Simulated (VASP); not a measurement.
Wanted: the native input for a VASP 6.6.1 run.

| Item | Value |
| --- | --- |
| Task | single point |
| Functional | r2SCAN |
| Potentials or basis | VASP PAW PBE potentials, release 64 (Zn, F) |
| Cutoff | 520 eV |
| k mesh | 6 × 6 × 8 |
| Occupations | gaussian, width 0.02 eV |
| Spin | no spin polarisation |
| Further INCAR settings | ALGO = Normal; EDIFF = 1e-06 |

The structure of ZnF2 lies in POSCAR:

```
ZnF2
1.0
    4.7182600000      0.0000000000      0.0000000000
    0.0000000000      4.7182600000      0.0000000000
    0.0000000000      0.0000000000      3.1387200000
Zn F
2 4
Direct
    0.0000000000      0.0000000000      0.0000000000
    0.5000000000      0.5000000000      0.5000000000
    0.3037300000      0.3037300000      0.0000000000
    0.1962700000      0.8037300000      0.5000000000
    0.6962700000      0.6962700000      0.0000000000
    0.8037300000      0.1962700000      0.5000000000
```

One way to write it, as run:

INCAR

```
PREC = Accurate
ENCUT = 520
EDIFF = 1E-6
ISMEAR = 0
SIGMA = 0.02
LREAL = F
LASPH = T
NELM = 80
ALGO = Normal
ISIF = 2
LWAVE = F
LCHARG = F
METAGGA = R2SCAN
LMIXTAU = T
```

KPOINTS

```
Automatic mesh
0
Gamma
  6 6 8
```

Potentials or basis: VASP PAW PBE potentials, release 64 (Zn, F).

The run is started by

```console
$ cat potpaw_PBE.64/Zn/POTCAR potpaw_PBE.64/F/POTCAR > POTCAR
$ mpirun -np 1 vasp_std > vasp.out
```

Results of the run:

- Pressure: -0.6 GPa
- Largest force: 0.027 eV/Å
- Band gap on the k mesh: 4.21 eV, direct

Caveat: the PAW data sets were made with another functional, which shifts forces and pressure a little.

Wall time 5.5 min on 1 thread of AMD EPYC 9R45 96-Core Processor (Zen 5), on a shared host, peak memory 0.2 GiB.
